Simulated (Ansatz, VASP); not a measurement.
**One calculation of AlPt, two programs**

The input INCAR:

```
SYSTEM = AlPt
PREC = Accurate
ENCUT = 520
EDIFF = 1E-7
ISMEAR = -1
SIGMA = 0.05
LREAL = .False.
LASPH = .True.
NELM = 100
ALGO = Normal
ISIF = 2
LWAVE = .False.
LCHARG = .False.
GGA = PS
NBANDS = 14
```

File KPOINTS:

```
Automatic mesh
0
Gamma
  9 9 9
  0 0 0
```

Contents of POSCAR:

```
AlPt
1.0
    3.1120204112      0.0000000000      0.0000000000
    0.0000000000      3.1120204112      0.0000000000
    0.0000000000      0.0000000000      3.1120204112
Pt Al
1 1
Direct
    0.5000000000      0.5000000000      0.5000000000
    0.0000000000      0.0000000000      0.0000000000
```

The input input.yaml:

```yaml
crystal:
  lattice:
    - [3.1120204112, 0.0, 0.0]
    - [0.0, 3.1120204112, 0.0]
    - [0.0, 0.0, 3.1120204112]
  atoms:
    - { symbol: Pt, position: [0.5, 0.5, 0.5] }
    - { symbol: Al, position: [0.0, 0.0, 0.0] }
hamiltonian:
  xc: pbesol
  pseudopotentials: { kind: paw }
kpoints:
  mp_grid: { grid: [9, 9, 9] }
scf:
  occupations: { method: fermi_dirac, width: 0.05 }
output:
  forces: true
  stress: true
  eigenvalues: true
  write_density: true
  write_potential: true
  elf: true
  volumetric_format: npy
```

Change from the starting cell: volume scaled by 1.02.

Alike in both runs: task single point; functional PBEsol; k mesh 9 × 9 × 9; occupations fermi-dirac, width 0.05 eV; no spin polarisation.

```csv
,VASP,Ansatz
version,VASP 6.6.1,Ansatz 0.2.0
potentials or method,"VASP PAW PBE potentials, release 64 (Pt, Al)",Ansatz PAW
plane-wave cutoff (eV),520,420
valence electrons in the cell,13,21
```

VASP gave:

```
gap on the k mesh at the Fermi level (eV) : none
pressure (GPa)                            : -9.1
```

**Question.** What did Ansatz give for the same quantities?

**Answer.** gap on the k mesh at the Fermi level (eV): none; pressure (GPa): -9.0.

A gap of «none» marks a metal or a gap that the smearing closes. The two sets of potentials don't hold the same shells in valence.

Caveats: the PAW data sets were made with another functional, which shifts forces and pressure a little (VASP); the PAW data sets come from PBE, with cores solved anew for the run's functional, which leaves a small shift of forces and pressure (Ansatz). The runs have no spin-orbit coupling, so splittings on Pt are missing.
